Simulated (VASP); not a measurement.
SnTe:

```
Te Sn
1.0
     0.00000    3.15085    3.15085
     3.15085    0.00000    3.15085
     3.15085    3.15085    0.00000
Te Sn
1 1
Direct
  0.50000 0.50000 0.50000
  0.00000 0.00000 0.00000
```

Program: VASP 6.6.1. Alike in all runs: potentials or basis VASP PAW PBE potentials, release 64 (Te, Sn_d); cell as given; cutoff (eV) 520. Hardware: 1 thread of Intel(R) Xeon(R) 6975P-C (Granite Rapids), with other jobs on the host.

Order these runs on this cell by their wall time, lowest first.
A. task band structure; level r2SCAN; spin off; k mesh 7 × 7 × 7; smearing fermi-dirac 0.05 eV
B. task band structure; level r2SCAN; spin SOC, no magnetisation; k mesh 5 × 5 × 5; smearing fermi-dirac 0.05 eV
C. task single point; level PBE; spin off; k mesh 7 × 7 × 7; smearing gaussian 0.012 eV

C (12 s), A (160 s), B (1400 s).
